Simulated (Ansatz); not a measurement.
# A defect in a wire: (4,1) C nanotube, Al in place of one C

What does the defect do to the conductance?

Calculated with Ansatz 0.2.0; DFT PBE, plane waves, PAW; relaxation of a wire's period, in the first sound run; inputs show where later runs differ.

### 1. Starting point

The cell holds 28 atoms: 28 C. Its edges and angles: a = 10.388 Å, b = 10.378 Å, c = 6.507 Å, α = 90.0°, β = 90.0°, γ = 90.0°. Vacuum lies along a and b. The structure's axis is c.

### 2. Relaxation of atoms and period

Band widths follow the bond lengths, so the wire is relaxed first. The atoms and the third cell vector are free; the box across stays fixed as vacuum. A Fermi-Dirac smearing is set since the result may be a metal. The pressure printed is a third of the stress's trace over the whole box, vacuum included; only the stress along the axis is relaxed.

The input, input.yaml:

```yaml
crystal:
  lattice:
    - [10.388, 0.0, 0.0]
    - [0.0, 10.378, 0.0]
    - [0.0, 0.0, 6.5072574868]
  atoms:
    - { symbol: C, position: [0.41364168, 0.64967209, 0.0] }
    - { symbol: C, position: [0.672664525, 0.499981081, 0.0] }
    - { symbol: C, position: [0.334972504, 0.449033153, 0.071428571] }
    - { symbol: C, position: [0.538407965, 0.668495702, 0.071428571] }
    - { symbol: C, position: [0.344401615, 0.574977143, 0.142857143] }
    - { symbol: C, position: [0.512887162, 0.327616111, 0.142857143] }
    - { symbol: C, position: [0.392317227, 0.364842847, 0.214285714] }
    - { symbol: C, position: [0.670735811, 0.47421938, 0.214285714] }
    - { symbol: C, position: [0.563070409, 0.660881015, 0.285714286] }
    - { symbol: C, position: [0.60764803, 0.364842847, 0.285714286] }
    - { symbol: C, position: [0.35730615, 0.597349989, 0.357142857] }
    - { symbol: C, position: [0.655563641, 0.574977143, 0.357142857] }
    - { symbol: C, position: [0.373397841, 0.382414387, 0.428571429] }
    - { symbol: C, position: [0.461557291, 0.668495702, 0.428571429] }
    - { symbol: C, position: [0.327300732, 0.499981081, 0.5] }
    - { symbol: C, position: [0.586323576, 0.350290072, 0.5] }
    - { symbol: C, position: [0.461557291, 0.33146646, 0.571428571] }
    - { symbol: C, position: [0.664992753, 0.550929008, 0.571428571] }
    - { symbol: C, position: [0.487078094, 0.672346051, 0.642857143] }
    - { symbol: C, position: [0.655563641, 0.424985019, 0.642857143] }
    - { symbol: C, position: [0.329229446, 0.525742782, 0.714285714] }
    - { symbol: C, position: [0.60764803, 0.635119315, 0.714285714] }
    - { symbol: C, position: [0.392317227, 0.635119315, 0.785714286] }
    - { symbol: C, position: [0.436894847, 0.339081146, 0.785714286] }
    - { symbol: C, position: [0.344401615, 0.424985019, 0.857142857] }
    - { symbol: C, position: [0.642659107, 0.402612173, 0.857142857] }
    - { symbol: C, position: [0.538407965, 0.33146646, 0.928571429] }
    - { symbol: C, position: [0.626567416, 0.617547775, 0.928571429] }
kpoints:
  mp_grid: { grid: [1, 1, 13] }
scf:
  occupations: { method: fermi_dirac, width: 0.05 }
hamiltonian:
  xc: pbe
relax:
  cell: { fix: [a, b, alpha, beta, gamma] }
  max_steps: 60
```

Launch:

```bash
> ansatz run input.yaml --threads 4 --pin off --max-ram 16384MiB --backend cpu --events-out ev --progress --plain --runs-dir out
```

Numbers of over 12 decimals in the logs are rounded to 6 here.

What it wrote:

```text
Engine: ansatz 0.2.0, aarch64-unknown-linux-gnu
Pseudopotentials: kind: paw
Pseudopotential: C, paw, valence charge 4, recommended cutoff 420 eV (normal), C.paw.azcp
Functional definition: PBE
  parameter kappa = 0.804
  parameter beta = 0.066725
  exchange = pbe_x(kappa = kappa, mu = beta*pi^2/3)
  correlation = pbe_c(beta = beta)
Crystal: 28 atoms, lattice volume = 701.526 Å³
Basis set: ecut = 420 eV, 13761 PW (Γ), exchange–correlation on 144×144×90 points (8 copies of the dense FFT grid, shifted against one another)
Bands: 84, of which v1, the nominal top of the filled ones, is band 56 counted from 1 (55 counted from 0)
Symmetry: 2 space group operations
Space group: P21 (ITA 4), of the structure as read, at distance tolerance 8.9e-5 Å
k-points: 7 of 13 (time reversal used)
Non-local potential: C, projectors of the file, l = 0: 2, l = 1: 2, l = 2: 1
PAW form: soft (Blöchl's): semilocal exchange-correlation on the pseudo side does not see the compensation charge
PAW one-centre angular grid: C, 110 points (default); XC on 64 Gauss nodes
Initial density: superposition of atomic densities (neutral atoms: chi_scale 0, normalization atom), corrected by the library's trained network
Initial wavefunctions: pseudopotential atomic-orbital guess
Functional: x = pbe(κ = 0.804, μ = 0.219515), c = pbe(β = 0.066725)
SCF iter   1: F=—  HF=-7007.828161 eV  |F-HF|=—  |Δ(HF+E_count)|=         —  Δρ=6.77e-3  dr2=1.71e-1  ethr=1.77e-3  ⟨swp⟩=12.4  Hψ=3886  notcnv=0  defer=82
preconditioner: auto → LDOS  [metal: Δε(μ)=0.085 eV  Ē_g=14.029 eV  σ=0.050 eV  W_gap=0.40  n_scr=88 (ndim 8)  ℏωp=14.8 eV  f_vac=0.627  D(μ)=3.50/eV (n_scr^D=8)  β→1.0]
SCF iter   2: F=—  HF=-7007.848689 eV  |F-HF|=—  |Δ(HF+E_count)|=   2.05e-2  Δρ=1.70e-3  dr2=2.65e-2  ethr=1.52e-4  ⟨swp⟩=2.7  Hψ=1152  notcnv=0  defer=133
SCF iter   3: F=—  HF=-7007.843088 eV  |F-HF|=—  |Δ(HF+E_count)|=   5.60e-3  Δρ=5.69e-4  dr2=6.06e-3  ethr=2.36e-5  ⟨swp⟩=2.4  Hψ=979  notcnv=0  defer=133
SCF iter   4: F=—  HF=-7007.841482 eV  |F-HF|=—  |Δ(HF+E_count)|=   1.61e-3  Δρ=1.04e-4  dr2=7.57e-5  ethr=5.41e-6  ⟨swp⟩=2.0  Hψ=754  notcnv=0  defer=133
SCF iter   5: F=—  HF=-7007.841668 eV  |F-HF|=—  |Δ(HF+E_count)|=   1.87e-4  Δρ=2.55e-5  dr2=6.74e-6  ethr=6.76e-8  ⟨swp⟩=2.0  Hψ=889  notcnv=0  defer=133
SCF iter   6: F=-7007.841671 eV  HF=-7007.841671 eV  |F-HF|=9.74e-8  |Δ(HF+E_count)|=   2.51e-6  Δρ=3.45e-6  dr2=5.62e-8  ethr=8.93e-11  ⟨swp⟩=4.0  Hψ=2515  notcnv=0
SCF 1 converged in 6 iterations: F = -7007.841671 eV  dr2 = 5.62e-8
  greatest PAW one-centre occupation: 0.681 electrons in one spin orbital (limit 2), on the C atom at site 14 (counted from 0), in its partial waves of l = 0
relax step   1: F+E_penalty+E_count = -7007.84167107 eV  Δ(F+E_penalty+E_count) = +0.000e0 eV  max|allowed force component| = 1.569e0 eV/Å  Δτ_max = 0.0000 Å  P = +6.932 GPa  Ω = 701.526 Å³  fix = [a, b, alpha, beta, gamma]  reactions: a +8.985, b +8.985 GPa; gamma +0.000 GPa/rad  (6 SCF iters, dr2 threshold 1.00e-7 eV, accepted)
Crystal: 28 atoms, lattice volume = 700.338 Å³
Basis set: ecut = 420 eV, 13753 PW (Γ), exchange–correlation on 144×144×90 points (8 copies of the dense FFT grid, shifted against one another)
Initial density: handed on by an earlier stage of this run
Initial wavefunctions: those handed on with the density
iter 1 solved again at ethr=1.11e-3 eV; its pass at ethr=3.10e-3 eV (dr2=1.24e0 eV) is discarded
SCF iter   1: F=—  HF=-7009.844860 eV  |F-HF|=—  |Δ(HF+E_count)|=         —  Δρ=1.36e-2  dr2=1.18e0  ethr=1.11e-3  ⟨swp⟩=3.9  Hψ=2621  notcnv=0
preconditioner: auto → LDOS  [metal: Δε(μ)=0.175 eV  Ē_g=13.543 eV  σ=0.050 eV  W_gap=0.47  n_scr=88 (ndim 8)  ℏωp=14.8 eV  f_vac=0.612  D(μ)=4.25/eV (n_scr^D=10)  β→1.0]
SCF iter   2: F=—  HF=-7009.820127 eV  |F-HF|=—  |Δ(HF+E_count)|=   2.47e-2  Δρ=8.10e-3  dr2=1.06e0  ethr=1.06e-3  ⟨swp⟩=5.3  Hψ=1661  notcnv=0  defer=10
SCF iter   3: F=—  HF=-7009.501417 eV  |F-HF|=—  |Δ(HF+E_count)|=   3.19e-1  Δρ=8.60e-4  dr2=2.18e-3  ethr=9.44e-4  ⟨swp⟩=2.7  Hψ=1013  notcnv=0  defer=104
SCF iter   4: F=—  HF=-7009.501549 eV  |F-HF|=—  |Δ(HF+E_count)|=   1.32e-4  Δρ=1.11e-4  dr2=4.98e-5  ethr=1.94e-6  ⟨swp⟩=2.9  Hψ=992  notcnv=0  defer=123
SCF iter   5: F=-7009.501590 eV  HF=-7009.501588 eV  |F-HF|=1.86e-6  |Δ(HF+E_count)|=   3.94e-5  Δρ=1.86e-5  dr2=1.42e-6  ethr=2.50e-9  ⟨swp⟩=5.1  Hψ=2171  notcnv=0
SCF 2 converged in 5 iterations: F = -7009.501590 eV  dr2 = 1.42e-6
  greatest PAW one-centre occupation: 0.671 electrons in one spin orbital (limit 2), on the C atom at site 14 (counted from 0), in its partial waves of l = 0
relax step   2: F+E_penalty+E_count = -7009.50159026 eV  Δ(F+E_penalty+E_count) = -1.660e0 eV  max|allowed force component| = 8.832e-1 eV/Å  Δτ_max = 0.0570 Å  P = +2.427 GPa  Ω = 700.338 Å³  energy of the carried Pulay correction = +1.398e-3 eV  fix = [a, b, alpha, beta, gamma]  reactions: a +3.225, b +3.226 GPa; gamma +0.000 GPa/rad  (5 SCF iters, dr2 threshold 2.80e-6 eV, accepted)
Crystal: 28 atoms, lattice volume = 700.767 Å³
iter 1 solved again at ethr=2.90e-4 eV; its pass at ethr=3.10e-3 eV (dr2=3.25e-1 eV) is discarded
SCF iter   1: F=—  HF=-7009.916381 eV  |F-HF|=—  |Δ(HF+E_count)|=         —  Δρ=6.98e-3  dr2=3.16e-1  ethr=2.90e-4  ⟨swp⟩=5.1  Hψ=2609  notcnv=0  defer=2
preconditioner: auto → LDOS  [insulator: Δε(μ)=0.134 eV  Ē_g=13.473 eV  σ=0.050 eV  W_gap=0.58  n_scr=88 (ndim 8)  ℏωp=14.8 eV  f_vac=0.608  D(μ)=3.11/eV (n_scr^D=8)  ε∞_Penn≈2.2  β→1.0]
SCF iter   2: F=—  HF=-7009.923502 eV  |F-HF|=—  |Δ(HF+E_count)|=   7.12e-3  Δρ=4.34e-3  dr2=3.36e-1  ethr=2.82e-4  ⟨swp⟩=5.4  Hψ=1667  notcnv=0  defer=20
SCF iter   3: F=—  HF=-7009.820964 eV  |F-HF|=—  |Δ(HF+E_count)|=   1.03e-1  Δρ=4.90e-4  dr2=9.68e-4  ethr=2.82e-4  ⟨swp⟩=3.4  Hψ=1142  notcnv=0  defer=40
SCF iter   4: F=—  HF=-7009.820922 eV  |F-HF|=—  |Δ(HF+E_count)|=   4.20e-5  Δρ=7.37e-5  dr2=2.15e-5  ethr=8.64e-7  ⟨swp⟩=2.3  Hψ=1078  notcnv=0  defer=48
SCF iter   5: F=-7009.820932 eV  HF=-7009.820932 eV  |F-HF|=7.39e-7  |Δ(HF+E_count)|=   9.50e-6  Δρ=1.24e-5  dr2=5.66e-7  ethr=2.50e-9  ⟨swp⟩=5.0  Hψ=2106  notcnv=0
SCF 3 converged in 5 iterations: F = -7009.820932 eV  dr2 = 5.66e-7
  greatest PAW one-centre occupation: 0.667 electrons in one spin orbital (limit 2), on the C atom at site 14 (counted from 0), in its partial waves of l = 0
relax step   3: F+E_penalty+E_count = -7009.82093231 eV  Δ(F+E_penalty+E_count) = -3.193e-1 eV  max|allowed force component| = 3.197e-1 eV/Å  Δτ_max = 0.0284 Å  P = +0.260 GPa  Ω = 700.767 Å³  energy of the carried Pulay correction = +8.925e-4 eV  fix = [a, b, alpha, beta, gamma]  reactions: a +0.453, b +0.453 GPa; gamma -0.000 GPa/rad  (5 SCF iters, dr2 threshold 2.80e-6 eV, accepted)
[...]
relax step   4: F+E_penalty+E_count = -7009.84309535 eV  Δ(F+E_penalty+E_count) = -2.216e-2 eV  max|allowed force component| = 6.009e-2 eV/Å  Δτ_max = 0.0056 Å  P = +0.041 GPa  Ω = 700.994 Å³  energy of the carried Pulay correction = +6.251e-4 eV  fix = [a, b, alpha, beta, gamma]  reactions: a +0.039, b +0.040 GPa; gamma +0.000 GPa/rad  (5 SCF iters, dr2 threshold 2.80e-6 eV, accepted)
[...]
relax step   5: F+E_penalty+E_count = -7009.84401183 eV  Δ(F+E_penalty+E_count) = -9.165e-4 eV  max|allowed force component| = 2.262e-3 eV/Å  Δτ_max = 0.0013 Å  P = -0.012 GPa  Ω = 700.833 Å³  energy of the carried Pulay correction = +8.147e-4 eV  fix = [a, b, alpha, beta, gamma]  reactions: a -0.026, b -0.026 GPa; gamma +0.000 GPa/rad  (4 SCF iters, dr2 threshold 2.26e-7 eV, accepted)
Initial wavefunctions: pseudopotential atomic-orbital guess (no wavefunctions were taken with the density)
iter 1 solved again at ethr=4.86e-7 eV; its pass at ethr=3.10e-3 eV (dr2=5.44e-4 eV) is discarded
SCF iter   1: F=—  HF=-7009.842831 eV  |F-HF|=—  |Δ(HF+E_count)|=         —  Δρ=6.00e-6  dr2=4.82e-8  ethr=4.86e-7  ⟨swp⟩=14.3  Hψ=7128  notcnv=0  defer=12
eigensolver tolerance schedule: the retry pair's looser diagonalisation over-reported the residual by 11284.56 of it (diagonalisation noise at an unbounded share of the residual, at the tolerance the schedule requests for it); recorded, not acted on — ethr = c·dr2/N_el stays at c = 1.0e-1
preconditioner: auto → LDOS  [insulator: Δε(μ)=0.177 eV  Ē_g=13.534 eV  σ=0.050 eV  W_gap=0.71  n_scr=88 (ndim 8)  ℏωp=14.8 eV  f_vac=0.608  D(μ)=2.53/eV (n_scr^D=4)  ε∞_Penn≈2.2  β→1.0]
SCF iter   2: F=—  HF=-7009.843071 eV  |F-HF|=—  |Δ(HF+E_count)|=   2.40e-4  Δρ=1.53e-6  dr2=6.65e-9  ethr=4.31e-11  ⟨swp⟩=4.4  Hψ=1784  notcnv=0  defer=8
SCF iter   3: F=—  HF=-7009.843071 eV  |F-HF|=—  |Δ(HF+E_count)|=   2.70e-9  Δρ=2.87e-7  dr2=6.38e-10  ethr=5.94e-12  ⟨swp⟩=2.0  Hψ=839  notcnv=0  defer=8
SCF iter   4: F=—  HF=-7009.843071 eV  |F-HF|=—  |Δ(HF+E_count)|=  1.25e-10  Δρ=1.23e-7  dr2=2.87e-10  ethr=1.00e-12  ⟨swp⟩=5.0  Hψ=2034  notcnv=0
SCF iter   5: F=-7009.843071 eV  HF=-7009.843071 eV  |F-HF|=2.00e-11  |Δ(HF+E_count)|=  7.28e-11  Δρ=4.45e-8  dr2=1.96e-11  ethr=1.00e-12  ⟨swp⟩=4.0  Hψ=1672  notcnv=0
SCF 6 converged in 5 iterations: F = -7009.843071 eV  dr2 = 1.96e-11
relax step   6: F+E_penalty+E_count = -7009.84307118 eV  Δ(F+E_penalty+E_count) = +9.406e-4 eV  max|allowed force component| = 2.307e-3 eV/Å  Δτ_max = 0.0000 Å  P = -0.008 GPa  Ω = 700.833 Å³  fix = [a, b, alpha, beta, gamma]  reactions: a -0.015, b -0.016 GPa; gamma +0.001 GPa/rad  stress off target by 7.73e-3 GPa on what of the cell is left free  SCF on the basis re-selected at this cell (its energy is not comparable with the rows above)  (5 SCF iters)
basis re-selected at this cell: Δ(F+E_penalty+E_count) = +9.406e-4 eV, ΔP = +0.004 GPa vs the last step (what re-selecting the basis moved, of the pressure what is left beyond the Pulay correction that the steps carried, after the strain that the cell walked since its last selection, with what the two solves' SCF thresholds leave and, on support functions, any second-order correction that the steps lacked; it is no m [...]
SCF converged after 5 iterations
Free energy (F): -7009.843071 eV
Harris-Foulkes:  -7009.843071 eV  (|F-HF|=2.00e-11)
Internal energy: -7009.818897 eV  (E = F + TS)
E sigma→0 (E₀):  -7009.830984 eV
Entropy (-TS):   -0.024175 eV (-0.863 meV/atom)
Fermi energy:    -0.787555 eV
--- Per-component energies (eV) ---
  E_band       = -1067.250314
  E_kinetic    = 2529.716199
  E_local      = -22890.271179  (includes V_loc(G=0)·N_el)
  E_nonlocal   = 761.439335
  E_hartree    = 10186.674221
  E_xc         = -1336.528699
  E_vxc        = -1654.359112  (∫ρ·V_xc dr)
  E_paw        = -2778.934278  (= ΣΔE_a)
  E_vpaw       = -187.123786  (= ΣTr[D̂ρ^β])
  E_aug_tail   = 0.000203  (compensation charges beyond the density's cutoff)
  E_ewald      = 6518.085302
  E_smearing   = -0.024175  (= −TS)
  E_closure    = -0.000000  (closes the sum)
  Σ components = -7009.843071   (vs F -7009.843071, Δ=0.00e0)
--- Forces (eV/Å), atoms counted from 1 ---
  atom   1  C     -0.00028348    -0.00075481    -0.00228894
  atom   2  C     -0.00053529    -0.00013373     0.00199046
  atom   3  C      0.00054957     0.00010136    -0.00214575
  atom   4  C      0.00023478    -0.00042160     0.00217504
  atom   5  C      0.00049128     0.00004874     0.00211323
  atom   6  C      0.00003730     0.00049551    -0.00196817
  atom   7  C      0.00014946     0.00040495     0.00221292
  atom   8  C     -0.00052655     0.00002843    -0.00190172
  atom   9  C     -0.00002768    -0.00047475    -0.00197868
  atom  10  C     -0.00026378     0.00044662     0.00223204
  atom  11  C      0.00029538    -0.00037606    -0.00230697
  atom  12  C     -0.00055033    -0.00031579     0.00202958
  atom  13  C      0.00042706     0.00021598    -0.00219570
  atom  14  C      0.00016039    -0.00049703     0.00203289
  atom  15  C      0.00053529     0.00013373     0.00199046
  atom  16  C      0.00028348     0.00075481    -0.00228894
  atom  17  C     -0.00023478     0.00042160     0.00217504
  atom  18  C     -0.00054957    -0.00010136    -0.00214575
  atom  19  C     -0.00003730    -0.00049551    -0.00196817
  atom  20  C     -0.00049128    -0.00004874     0.00211323
  atom  21  C      0.00052655    -0.00002843    -0.00190172
  atom  22  C     -0.00014946    -0.00040495     0.00221292
  atom  23  C      0.00026378    -0.00044662     0.00223204
  atom  24  C      0.00002768     0.00047475    -0.00197868
  atom  25  C      0.00055033     0.00031579     0.00202958
  atom  26  C     -0.00029538     0.00037606    -0.00230697
  atom  27  C     -0.00016039     0.00049703     0.00203289
  atom  28  C     -0.00042706    -0.00021598    -0.00219570
  max |Σ_I F_I| component: 4.65e-7 eV/Å
--- Stress (GPa, compression-positive) ---
       -0.015331      -0.000627       0.000000
       -0.000627      -0.015528       0.000000
        0.000000       0.000000       0.007726
  P = ⅓ Tr σ = -0.0077 GPa (-0.077 kbar)
--- Relaxed structure (5 steps of the walk, 5 accepted, 1 SCFs on fresh bases) ---
  F+E_penalty+E_count = -7009.84307118 eV   max|allowed force component| = 2.307e-3 eV/Å   (the final SCF, on the basis selected at the relaxed cell)
  cell:  # Å, volume = 700.8331 Å³
    - [10.388, 0, 0.0]
    - [0, 10.378, 0.0]
    - [0.0, 0.0, 6.500832]
  atoms:
    - { symbol: C, position: [0.409340, 0.657144, -0.00123896] }
    - { symbol: C, position: [0.681277, 0.499981, 0.00123243] }
    - { symbol: C, position: [0.326739, 0.446494, 0.070193] }
    - { symbol: C, position: [0.540329, 0.676905, 0.072663] }
    - { symbol: C, position: [0.336642, 0.578721, 0.144095] }
    - { symbol: C, position: [0.513525, 0.319015, 0.141624] }
    - { symbol: C, position: [0.386946, 0.358100, 0.215528] }
    - { symbol: C, position: [0.679249, 0.472923, 0.213053] }
    - { symbol: C, position: [0.566235, 0.668905, 0.284477] }
    - { symbol: C, position: [0.613025, 0.358103, 0.286957] }
    - { symbol: C, position: [0.350197, 0.602222, 0.355901] }
    - { symbol: C, position: [0.663323, 0.578729, 0.358382] }
    - { symbol: C, position: [0.367076, 0.376555, 0.427329] }
    - { symbol: C, position: [0.459634, 0.676902, 0.429805] }
    - { symbol: C, position: [0.318689, 0.499981, 0.501232] }
    - { symbol: C, position: [0.590626, 0.342818, 0.498761] }
    - { symbol: C, position: [0.459636, 0.323057, 0.572663] }
    - { symbol: C, position: [0.673226, 0.553468, 0.570193] }
    - { symbol: C, position: [0.486441, 0.680947, 0.641624] }
    - { symbol: C, position: [0.663323, 0.421241, 0.644095] }
    - { symbol: C, position: [0.320716, 0.527040, 0.713053] }
    - { symbol: C, position: [0.613019, 0.641862, 0.715528] }
    - { symbol: C, position: [0.386941, 0.641860, 0.786957] }
    - { symbol: C, position: [0.433730, 0.331057, 0.784477] }
    - { symbol: C, position: [0.336642, 0.421233, 0.858382] }
    - { symbol: C, position: [0.649768, 0.397740, 0.855901] }
    - { symbol: C, position: [0.540331, 0.323060, 0.929805] }
    - { symbol: C, position: [0.632889, 0.623407, 0.927329] }
```

The job ended after 67 s (4 threads of Arm Neoverse V1, shared host; peak memory 1.4 GiB).

Step by step:

| step | energy less that of the first step (eV) | largest force component (eV/Å) | pressure (GPa) | volume (Å³) |
| --- | --- | --- | --- | --- |
| 1 | 0.0000 | 1.5694 | 6.93 | 701.53 |
| 2 | -1.6599 | 0.8832 | 2.43 | 700.34 |
| 3 | -1.9793 | 0.3197 | 0.26 | 700.77 |
| 4 | -2.0014 | 0.0601 | 0.04 | 700.99 |
| 5 | -2.0023 | 0.0023 | -0.01 | 700.83 |
| 6* | -2.0014 | 0.0023 | -0.01 | 700.83 |

Relaxation steps marked * repeat the geometry before them on a plane-wave basis chosen anew for their cell, so energy and pressure can jump there.

Forces are held to the 2 operations that the run works with; a distortion that breaks them can't arise in this run.

| cell as run | before | after | change |
| --- | --- | --- | --- |
| c (Å) | 6.507 | 6.501 | -0.1 % |

The atoms that moved most (Å, along periodic axes as changes of fractional coordinates times the final cell, across vacuum about the mean position):

| atom | dx | dy | dz | length |
| --- | --- | --- | --- | --- |
| C9 | 0.033 | 0.083 | -0.008 | 0.090 |
| C24 | -0.033 | -0.083 | -0.008 | 0.090 |
| C17 | -0.020 | -0.087 | 0.008 | 0.090 |
| C4 | 0.020 | 0.087 | 0.008 | 0.090 |
| C12 | 0.081 | 0.039 | 0.008 | 0.090 |
| C25 | -0.081 | -0.039 | 0.008 | 0.090 |
| C23 | -0.056 | 0.070 | 0.008 | 0.090 |
| C10 | 0.056 | -0.070 | 0.008 | 0.090 |

This step gave:

| Property | Result |
| --- | --- |
| energy at zero smearing | -7009.8310 eV |
| cell length along the wire | 6.501 Å |

The cell's length comes to 6.501 Å with spin left out.

[end of part 1 of 5]

[Logs are printed without paths, hosts, clocks, repeated set-up lines and the standing remarks that a program may print on its own settings, such as how far it seeks lower states.]

[Hosts, paths, dates, database ids (printed as entryN), source tags and the programs' standing remarks are cut or masked in the printed files.]
